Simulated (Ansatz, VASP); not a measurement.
## Two plane-wave programs on K

Contents of INCAR:

```
PREC = Accurate
ENCUT = 600
EDIFF = 1E-6
ISMEAR = 0
SIGMA = 0.1
LREAL = F
LASPH = T
NELM = 100
ALGO = Fast
ISIF = 3
LWAVE = F
LCHARG = F
GGA = PE
IVDW = 12
IBRION = 2
NSW = 100
EDIFFG = -0.005
```

The input KPOINTS:

```
regular mesh
0
Gamma
  12 12 12
```

Contents of POSCAR:

```
K
1.0
    0.0000000000      3.2597531122      3.2597531122
    3.2597531122      0.0000000000      3.2597531122
    3.2597531122      3.2597531122      0.0000000000
K
1
Direct
    0.0000000000      0.0000000000      0.0000000000
```

Input for Ansatz:

```yaml
crystal:
  lattice:
    - [0.0, 3.2597531122, 3.2597531122]
    - [3.2597531122, 0.0, 3.2597531122]
    - [3.2597531122, 3.2597531122, 0.0]
  atoms:
    - { symbol: K, position: [0.0, 0.0, 0.0] }
basis:
  ecutwfc: 420
kpoints:
  mp_grid: { grid: [12, 12, 12] }
hamiltonian:
  xc: pbe
  dispersion: d3bj
scf:
  occupations: { method: gaussian, width: 0.1 }
output:
  forces: true
  stress: true
  eigenvalues: true
relax:
  adjacent_minimum: "off"
  f_tol: 0.005
  max_steps: 80
  cell: { stress_tol: 0.05 }
```

This isn't the form of K at room conditions, which is bcc.

Alike in both runs: task relaxation of cell and atoms; functional PBE; dispersion D3(BJ); k mesh 12 × 12 × 12; occupations gaussian, width 0.1 eV; no spin polarisation.

```csv
,VASP,Ansatz
version,VASP 6.6.1,Ansatz 0.2.0
potentials or method,"VASP PAW PBE potentials, release 64 (K_sv)","scalar-relativistic, plane waves, PAW"
plane-wave cutoff (eV),600,420
valence electrons in the cell,9,9
```

Ansatz gave:

| Property | Result |
| --- | --- |
| gap on the k mesh at the Fermi level, each at its own relaxed structure (eV) | none |
| relaxed volume (Å³/atom) | 69.28 |
| relaxed cell length with the largest relative difference (Å) | 4.610 |

**Question.** What did VASP give for the same quantities?

**Answer.** gap on the k mesh at the Fermi level, each at its own relaxed structure (eV): none; relaxed volume (Å³/atom): 69.22; relaxed cell length with the largest relative difference (Å): 4.609.

A gap of «none» marks a metal or a gap that the smearing closes.

Caveats: pairwise dispersion overbinds metals, which lowers pressure and volume.
